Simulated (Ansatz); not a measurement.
# Nickel, dhcp under RPBE: from relaxation to bulk modulus

What does RPBE give for nickel in the dhcp structure? We relax it, solve it on a dense k-mesh, then scale the cell to 7 volumes from 88 to 112 % of the relaxed one and try a fit of the equation of state. Spin polarisation is left out, though the real metal is magnetic, so this state lies above the ground state. The k-meshes are 14×14×4 for the relaxation; 19×19×5 for the dense run; 16×16×5 for the volumes.

Program: Ansatz 0.2.0. Level of theory: DFT RPBE, plane waves (420 eV) with PAW, scalar-relativistic; PBE-made PAW files. These are calculated values, not measurements.

## Step 1: The structure to begin with

Symmetry: P6_3/mmc, No. 194, hexagonal system. Conventional cell: a = 2.492 Å, b = 2.492 Å, c = 8.138 Å, α = 90.00°, β = 90.00°, γ = 120.00°. Ni (site symmetry -3m) is surrounded by 12 Ni at 2.49 Å. Ni (site symmetry -6m2) has 12 Ni at 2.49 Å as nearest neighbours.

As a file:

```
Ni
1.0
     2.49176    0.00000    0.00000
    -1.24588    2.15792    0.00000
     0.00000    0.00000    8.13807
Ni
4
Direct
  0.00000 0.00000 0.00000
  0.00000 0.00000 0.50000
  0.33333 0.66667 0.25000
  0.66667 0.33333 0.75000
```

## Step 2: Geometry optimisation

Input file input.yaml:

```yaml
crystal:
  lattice:
    - [2.491755966, 0.0, 0.0]
    - [-1.245877983, 2.1579239666, 0.0]
    - [0.0, 0.0, 8.138074985]
  atoms:
    - { symbol: Ni, position: [0.0, 0.0, 0.0] }
    - { symbol: Ni, position: [0.0, 0.0, 0.5] }
    - { symbol: Ni, position: [0.3333333333, 0.6666666667, 0.25] }
    - { symbol: Ni, position: [0.6666666667, 0.3333333333, 0.75] }
hamiltonian:
  xc: rpbe
  pseudopotentials:
    kind: paw
    azcp:
      Ni: "pseudopotentials/Ni.paw.azcp"
basis:
  ecutwfc: 420
  fft_grid_basis: typed
kpoints:
  mp_grid: { grid: [14, 14, 4], shift: [0, 0, 0] }
magnetization:
  spin_polarized: false
scf:
  occupations: { method: fermi_dirac, width: 0.1 }
relax:
  max_steps: 60
  f_tol: 0.01
  cell: {}
```

Output:

```text
Warning: RAYON_NUM_THREADS=2 ignored (pool sized by the plan → 2); use --threads N
Engine: ansatz 0.2.0, x86_64-unknown-linux-gnu
Pseudopotentials: kind: paw
Pseudopotential: Ni, paw, valence charge 18, recommended cutoff 420 eV (normal), <dir>
Functional definition: RPBE
  parameter kappa = 0.804
  parameter beta = 0.06672455060314922
  exchange = rpbe_x(kappa = kappa, mu = beta*pi^2/3)
  correlation = pbe_c(beta = beta)
Crystal: 4 atoms, lattice volume = 43.759 Å³
Basis set: ecut = 420 eV, 837 PW (Γ), exchange–correlation on 36×36×120 points (8 copies of the dense FFT grid, shifted against one another)
Bands: 44, of which v1, the nominal top of the filled ones, is band 36 counted from 1 (35 counted from 0)
Symmetry: 24 space group operations
Space group: P63/mmc (ITA 194), of the structure as read, at distance tolerance 3.5e-5 Å
k-points: 72 of 784
Non-local potential: Ni, projectors of the file, l = 0: 3, l = 1: 2, l = 2: 3, l = 3: 1
PAW form: soft (Blöchl's): semilocal exchange-correlation on the pseudo side does not see the compensation charge
PAW frozen core: Ni, regenerated for the run's functional, and the local potential with it (the file was generated under x = pbe(κ = 0.804, μ = 0.2195149727645171), c = pbe(β = 0.06672455060314922))
PAW one-centre angular grid: Ni, 590 points (default); XC on 64 Gauss nodes
Initial density: superposition of atomic densities (neutral atoms: chi_scale 0, normalization atom), corrected by the library's trained network
Initial wavefunctions: pseudopotential atomic-orbital guess
Functional: x = rpbe, c = pbe(β = 0.06672455060314922)
SCF iter   1: F=—  HF=-23378.847430 eV  |F-HF|=—  |Δ(HF+E_count)|=         —  Δρ=8.98e-3  dr2=1.51e-2  ethr=1.77e-3  ⟨swp⟩=5.2  Hψ=9769  notcnv=0  defer=38
preconditioner: auto → Kerker (q_TF=auto, 2.964 Å⁻¹)  [metal: Δε(μ)=0.004 eV  Ē_g=8.534 eV  σ=0.100 eV  W_gap=0.01  n_scr=12 (ndim 8)  ℏωp=35.5 eV  f_vac=0.000  D(μ)=11.70/eV (n_scr^D=252)]
SCF iter   2: F=—  HF=-23378.845374 eV  |F-HF|=—  |Δ(HF+E_count)|=   2.06e-3  Δρ=2.17e-3  dr2=6.19e-4  ethr=2.10e-5  ⟨swp⟩=2.0  Hψ=6352  notcnv=0  defer=38
SCF iter   3: F=—  HF=-23378.845548 eV  |F-HF|=—  |Δ(HF+E_count)|=   1.74e-4  Δρ=8.90e-4  dr2=1.18e-4  ethr=8.60e-7  ⟨swp⟩=1.1  Hψ=3105  notcnv=0  defer=38
SCF iter   4: F=—  HF=-23378.845615 eV  |F-HF|=—  |Δ(HF+E_count)|=   6.67e-5  Δρ=1.45e-4  dr2=6.54e-6  ethr=1.64e-7  ⟨swp⟩=2.3  Hψ=4023  notcnv=0  defer=38
SCF iter   5: F=—  HF=-23378.845634 eV  |F-HF|=—  |Δ(HF+E_count)|=   1.86e-5  Δρ=8.11e-5  dr2=2.34e-6  ethr=9.08e-9  ⟨swp⟩=2.1  Hψ=5433  notcnv=0  defer=38
SCF iter   6: F=—  HF=-23378.845634 eV  |F-HF|=—  |Δ(HF+E_count)|=   5.20e-8  Δρ=2.85e-5  dr2=1.11e-7  ethr=3.25e-9  ⟨swp⟩=1.0  Hψ=3110  notcnv=0  defer=38
SCF iter   7: F=-23378.845634 eV  HF=-23378.845634 eV  |F-HF|=1.18e-8  |Δ(HF+E_count)|=   4.48e-8  Δρ=7.85e-6  dr2=1.96e-8  ethr=1.39e-10  ⟨swp⟩=4.1  Hψ=11256  notcnv=0
SCF 1 converged in 7 iterations: F = -23378.845634 eV  dr2 = 1.96e-8
relax step   1: F+E_penalty+E_count = -23378.84563359 eV  Δ(F+E_penalty+E_count) = +0.000e0 eV  max|allowed force component| = 1.850e-17 eV/Å  Δτ_max = 0.0000 Å  P = +4.272 GPa  Ω = 43.759 Å³  (7 SCF iters, dr2 threshold 1.00e-7 eV, accepted)
Crystal: 4 atoms, lattice volume = 44.244 Å³
Basis set: ecut = 420 eV, 861 PW (Γ), exchange–correlation on 36×36×120 points (8 copies of the dense FFT grid, shifted against one another)
Initial density: handed on by an earlier stage of this run
Initial wavefunctions: those handed on with the density
iter 1 solved again at ethr=1.68e-6 eV; its pass at ethr=3.10e-3 eV (dr2=1.21e-3 eV) is discarded
SCF iter   1: F=—  HF=-23378.855307 eV  |F-HF|=—  |Δ(HF+E_count)|=         —  Δρ=1.91e-3  dr2=9.54e-4  ethr=1.68e-6  ⟨swp⟩=1.9  Hψ=12843  notcnv=0
preconditioner: auto → Kerker (q_TF=auto, 2.959 Å⁻¹)  [metal: Δε(μ)=0.003 eV  Ē_g=8.440 eV  σ=0.100 eV  W_gap=0.01  n_scr=12 (ndim 8)  ℏωp=35.3 eV  f_vac=0.000  D(μ)=11.80/eV (n_scr^D=252)]
SCF iter   2: F=—  HF=-23378.855172 eV  |F-HF|=—  |Δ(HF+E_count)|=   1.36e-4  Δρ=6.18e-4  dr2=1.18e-4  ethr=1.32e-6  ⟨swp⟩=1.5  Hψ=3812  notcnv=0
SCF iter   3: F=—  HF=-23378.855164 eV  |F-HF|=—  |Δ(HF+E_count)|=   7.58e-6  Δρ=1.53e-4  dr2=8.27e-6  ethr=1.64e-7  ⟨swp⟩=1.2  Hψ=3196  notcnv=0
SCF iter   4: F=—  HF=-23378.855164 eV  |F-HF|=—  |Δ(HF+E_count)|=   5.09e-8  Δρ=4.43e-5  dr2=2.71e-7  ethr=1.15e-8  ⟨swp⟩=2.0  Hψ=4549  notcnv=0
iter 5 did not close the SCF: its close was put off for the readings that it lacked (scf_convergence_deferred on its scf_iter line)
SCF iter   5: F=-23378.855165 eV  HF=-23378.855165 eV  |F-HF|=1.58e-8  |Δ(HF+E_count)|=   4.22e-7  Δρ=1.34e-5  dr2=3.45e-8  ethr=3.77e-10  ⟨swp⟩=2.0  Hψ=5190  notcnv=0
SCF iter   6: F=-23378.855165 eV  HF=-23378.855165 eV  |F-HF|=4.84e-9  |Δ(HF+E_count)|=   3.39e-9  Δρ=5.70e-6  dr2=9.46e-9  ethr=4.79e-11  ⟨swp⟩=2.7  Hψ=9408  notcnv=0
SCF 2 converged in 6 iterations: F = -23378.855165 eV  dr2 = 9.46e-9
relax step   2: F+E_penalty+E_count = -23378.85516473 eV  Δ(F+E_penalty+E_count) = -9.531e-3 eV  max|allowed force component| = 5.551e-17 eV/Å  Δτ_max = 0.0000 Å  P = +2.119 GPa  Ω = 44.244 Å³  energy of the carried Pulay correction = -2.473e-4 eV  (6 SCF iters, dr2 threshold 4.00e-7 eV, accepted)
Crystal: 4 atoms, lattice volume = 44.733 Å³
Basis set: ecut = 420 eV, 885 PW (Γ), exchange–correlation on 36×36×120 points (8 copies of the dense FFT grid, shifted against one another)
iter 1 solved again at ethr=1.50e-6 eV; its pass at ethr=3.10e-3 eV (dr2=1.08e-3 eV) is discarded
SCF iter   1: F=—  HF=-23378.858474 eV  |F-HF|=—  |Δ(HF+E_count)|=         —  Δρ=1.92e-3  dr2=9.67e-4  ethr=1.50e-6  ⟨swp⟩=1.9  Hψ=12974  notcnv=0
preconditioner: auto → Kerker (q_TF=auto, 2.954 Å⁻¹)  [metal: Δε(μ)=0.005 eV  Ē_g=8.361 eV  σ=0.100 eV  W_gap=0.01  n_scr=12 (ndim 8)  ℏωp=35.1 eV  f_vac=0.000  D(μ)=11.89/eV (n_scr^D=252)]
SCF iter   2: F=—  HF=-23378.858332 eV  |F-HF|=—  |Δ(HF+E_count)|=   1.42e-4  Δρ=6.06e-4  dr2=1.15e-4  ethr=1.34e-6  ⟨swp⟩=1.9  Hψ=4391  notcnv=0
SCF iter   3: F=—  HF=-23378.858330 eV  |F-HF|=—  |Δ(HF+E_count)|=   1.80e-6  Δρ=1.71e-4  dr2=1.03e-5  ethr=1.60e-7  ⟨swp⟩=1.1  Hψ=3178  notcnv=0
SCF iter   4: F=—  HF=-23378.858330 eV  |F-HF|=—  |Δ(HF+E_count)|=   5.05e-7  Δρ=4.52e-5  dr2=3.04e-7  ethr=1.43e-8  ⟨swp⟩=2.0  Hψ=4486  notcnv=0
iter 5 did not close the SCF: its close was put off for the readings that it lacked (scf_convergence_deferred on its scf_iter line)
SCF iter   5: F=-23378.858330 eV  HF=-23378.858330 eV  |F-HF|=1.83e-8  |Δ(HF+E_count)|=   4.47e-7  Δρ=1.39e-5  dr2=4.21e-8  ethr=4.23e-10  ⟨swp⟩=2.0  Hψ=5296  notcnv=0
SCF iter   6: F=-23378.858330 eV  HF=-23378.858330 eV  |F-HF|=6.86e-9  |Δ(HF+E_count)|=   3.88e-9  Δρ=6.46e-6  dr2=1.15e-8  ethr=5.84e-11  ⟨swp⟩=2.7  Hψ=9372  notcnv=0
SCF 3 converged in 6 iterations: F = -23378.858330 eV  dr2 = 1.15e-8
relax step   3: F+E_penalty+E_count = -23378.85833002 eV  Δ(F+E_penalty+E_count) = -3.165e-3 eV  max|allowed force component| = 9.252e-18 eV/Å  Δτ_max = 0.0000 Å  P = +0.085 GPa  Ω = 44.733 Å³  energy of the carried Pulay correction = -4.937e-4 eV  (6 SCF iters, dr2 threshold 4.00e-7 eV, accepted)
Crystal: 4 atoms, lattice volume = 44.754 Å³
iter 1 solved again at ethr=4.67e-9 eV; its pass at ethr=3.10e-3 eV (dr2=3.37e-6 eV) is discarded
SCF iter   1: F=—  HF=-23378.858303 eV  |F-HF|=—  |Δ(HF+E_count)|=         —  Δρ=1.05e-4  dr2=2.21e-6  ethr=4.67e-9  ⟨swp⟩=2.6  Hψ=13520  notcnv=0
preconditioner: auto → Kerker (q_TF=auto, 2.953 Å⁻¹)  [metal: Δε(μ)=0.005 eV  Ē_g=8.353 eV  σ=0.100 eV  W_gap=0.01  n_scr=12 (ndim 8)  ℏωp=35.1 eV  f_vac=0.000  D(μ)=11.89/eV (n_scr^D=252)]
SCF iter   2: F=—  HF=-23378.858328 eV  |F-HF|=—  |Δ(HF+E_count)|=   2.49e-5  Δρ=3.44e-5  dr2=3.22e-7  ethr=3.07e-9  ⟨swp⟩=1.3  Hψ=3457  notcnv=0
iter 3 did not close the SCF: its close was put off for the readings that it lacked (scf_convergence_deferred on its scf_iter line)
SCF iter   3: F=-23378.858328 eV  HF=-23378.858328 eV  |F-HF|=2.34e-8  |Δ(HF+E_count)|=   7.04e-8  Δρ=1.25e-5  dr2=4.68e-8  ethr=4.47e-10  ⟨swp⟩=1.0  Hψ=3168  notcnv=0
iter 4 did not close the SCF: its close was put off for the readings that it lacked (scf_convergence_deferred on its scf_iter line)
SCF iter   4: F=-23378.858328 eV  HF=-23378.858328 eV  |F-HF|=3.27e-11  |Δ(HF+E_count)|=   5.79e-9  Δρ=3.83e-6  dr2=3.99e-9  ethr=6.50e-11  ⟨swp⟩=2.4  Hψ=4837  notcnv=0
iter 5 did not close the SCF: its close was put off for the readings that it lacked (scf_convergence_deferred on its scf_iter line)
SCF iter   5: F=-23378.858328 eV  HF=-23378.858328 eV  |F-HF|=9.09e-11  |Δ(HF+E_count)|=  3.64e-10  Δρ=1.09e-6  dr2=3.35e-10  ethr=5.55e-12  ⟨swp⟩=2.5  Hψ=5336  notcnv=0
SCF iter   6: F=-23378.858328 eV  HF=-23378.858328 eV  |F-HF|=5.09e-11  |Δ(HF+E_count)|=  7.28e-12  Δρ=4.36e-7  dr2=4.57e-11  ethr=1.00e-12  ⟨swp⟩=1.7  Hψ=8487  notcnv=0
SCF 4 converged in 6 iterations: F = -23378.858328 eV  dr2 = 4.57e-11
relax step   4: F+E_penalty+E_count = -23378.85832821 eV  Δ(F+E_penalty+E_count) = +1.817e-6 eV  max|allowed force component| = 1.850e-17 eV/Å  Δτ_max = 0.0000 Å  P = -0.000 GPa  Ω = 44.754 Å³  energy of the carried Pulay correction = -5.043e-4 eV  (6 SCF iters, dr2 threshold 5.18e-8 eV, accepted)
Initial wavefunctions: pseudopotential atomic-orbital guess (no wavefunctions were taken with the density)
iter 1 solved again at ethr=1.64e-8 eV; its pass at ethr=3.10e-3 eV (dr2=1.18e-5 eV) is discarded
SCF iter   1: F=—  HF=-23378.857979 eV  |F-HF|=—  |Δ(HF+E_count)|=         —  Δρ=7.85e-4  dr2=5.87e-6  ethr=1.64e-8  ⟨swp⟩=3.8  Hψ=19245  notcnv=0
SCF iter   2: F=—  HF=-23378.858567 eV  |F-HF|=—  |Δ(HF+E_count)|=   5.88e-4  Δρ=4.03e-4  dr2=2.13e-6  ethr=8.16e-9  ⟨swp⟩=1.0  Hψ=3168  notcnv=0
SCF iter   3: F=—  HF=-23378.858763 eV  |F-HF|=—  |Δ(HF+E_count)|=   1.96e-4  Δρ=2.37e-5  dr2=2.98e-8  ethr=2.96e-9  ⟨swp⟩=1.0  Hψ=3168  notcnv=0
SCF iter   4: F=—  HF=-23378.858764 eV  |F-HF|=—  |Δ(HF+E_count)|=   4.32e-7  Δρ=2.61e-6  dr2=6.36e-10  ethr=4.14e-11  ⟨swp⟩=2.0  Hψ=5589  notcnv=0
SCF iter   5: F=—  HF=-23378.858764 eV  |F-HF|=—  |Δ(HF+E_count)|=   5.28e-9  Δρ=2.39e-6  dr2=9.46e-10  ethr=1.00e-12  ⟨swp⟩=2.0  Hψ=5886  notcnv=0
SCF iter   6: F=-23378.858764 eV  HF=-23378.858764 eV  |F-HF|=7.28e-11  |Δ(HF+E_count)|=   2.19e-9  Δρ=3.83e-7  dr2=1.67e-11  ethr=1.00e-12  ⟨swp⟩=3.6  Hψ=12964  notcnv=0
SCF 5 converged in 6 iterations: F = -23378.858764 eV  dr2 = 1.67e-11
relax step   5: F+E_penalty+E_count = -23378.85876392 eV  Δ(F+E_penalty+E_count) = -4.357e-4 eV  max|allowed force component| = 1.850e-17 eV/Å  Δτ_max = 0.0000 Å  P = -0.028 GPa  Ω = 44.754 Å³  stress off target by 2.92e-2 GPa  SCF on the basis re-selected at this cell (its energy is not comparable with the rows above)  (6 SCF iters)
basis re-selected at this cell: Δ(F+E_penalty+E_count) = -4.357e-4 eV, ΔP = -0.028 GPa vs the last step (what re-selecting the basis moved, of the pressure what is left beyond the Pulay correction that the steps carried, after the strain that the cell walked since its last selection, with what the two solves' SCF thresholds leave and, on support functions, any second-order correction that the steps lacked; it is no measure of the basis error at this ecutwfc). This SCF's stress stands 2.92e-2 GPa from its target on what of the cell is left free (relax.cell.stress_tol is 5.00e-2 GPa) and its largest allowed force component is 1.85e-17 eV/Å (relax.f_tol is 1.00e-2 eV/Å): within both
SCF converged after 6 iterations
Free energy (F): -23378.858764 eV
Harris-Foulkes:  -23378.858764 eV  (|F-HF|=7.28e-11)
Internal energy: -23378.490232 eV  (E = F + TS)
E sigma→0 (E₀):  -23378.674498 eV
Entropy (-TS):   -0.368532 eV (-92.133 meV/atom)
Fermi energy:    17.530183 eV
--- Per-component energies (eV) ---
  E_band       = -1167.676292
  E_kinetic    = 1126.218176
  E_local      = -13940.168326  (includes V_loc(G=0)·N_el)
  E_nonlocal   = 2544.739153
  E_hartree    = 5820.483612
  E_xc         = -337.952489
  E_vxc        = -435.192569  (∫ρ·V_xc dr)
  E_paw        = -6542.212525  (= ΣΔE_a)
  E_vpaw       = -2104.242501  (= ΣTr[D̂ρ^β])
  E_aug_tail   = 0.002035  (compensation charges beyond the density's cutoff)
  E_ewald      = -12049.422486
  E_core_change = -0.177381  (= ΣΔE_core)
  E_smearing   = -0.368532  (= −TS)
  E_closure    = 0.000000  (closes the sum)
  Σ components = -23378.858764   (vs F -23378.858764, Δ=0.00e0)
--- Forces (eV/Å), atoms counted from 1 ---
  atom   1  Ni    -0.00000000    -0.00000000    -0.00000000
  atom   2  Ni    -0.00000000    -0.00000000     0.00000000
  atom   3  Ni     0.00000000    -0.00000000     0.00000000
  atom   4  Ni    -0.00000000     0.00000000     0.00000000
  max |Σ_I F_I| component: 2.10e-29 eV/Å
--- Stress (GPa, compression-positive) ---
       -0.029198      -0.000000       0.000000
       -0.000000      -0.029198       0.000000
        0.000000       0.000000      -0.026217
  P = ⅓ Tr σ = -0.0282 GPa (-0.282 kbar)
--- Relaxed structure (4 steps of the walk, 4 accepted, 1 SCFs on fresh bases) ---
  F+E_penalty+E_count = -23378.85876392 eV   max|allowed force component| = 1.850e-17 eV/Å   (the final SCF, on the basis selected at the relaxed cell)
  cell:  # Å, volume = 44.7542 Å³
    - [2.5078650128041837, -1.773224248535874e-37, 0.0]
    - [-1.2539325064020919, 2.1718748103506096, 0.0]
    - [0.0, 0.0, 8.21665343682652]
  atoms:
    - { symbol: Ni, position: [8.076310845668056e-35, -8.922015065738802e-35, 3.0814674064522814e-38] }
    - { symbol: Ni, position: [9.303882207180665e-35, -6.446744197614588e-35, 0.5] }
    - { symbol: Ni, position: [0.33333333333333337, 0.6666666666666669, 0.25] }
    - { symbol: Ni, position: [0.6666666666666667, 0.33333333333333337, 0.7500000000000001] }
```

Wall time 14 s (2 threads of AMD EPYC 7R13 (Zen 3), shared host); peak memory 0.44 GiB.

Step by step:

```csv
step,energy change (meV/atom),largest force (eV/Å),pressure (GPa),volume (Å³/atom)
1,0.00,0.0000,4.27,10.940
2,-2.38,0.0000,2.12,11.061
3,-3.17,0.0000,0.08,11.183
4,-3.17,0.0000,0.00,11.189
5,-3.28,0.0000,-0.03,11.189
```

Steps that repeat a cell are solved on a basis chosen anew, so their changes of energy are no gain of the relaxation.

The cell of the run, before and after:

|  | before | after | change |
| --- | --- | --- | --- |
| a (Å) | 2.492 | 2.508 | +0.6 % |
| b (Å) | 2.492 | 2.508 | +0.6 % |
| c (Å) | 8.138 | 8.217 | +1.0 % |
| volume (Å³/atom) | 10.940 | 11.189 | +2.3 % |
| shortest distance (Å) | 2.492 | 2.508 | +0.6 % |
| space group (spins left aside) | P6_3/mmc | P6_3/mmc | same |

[end of part 1 of 2]
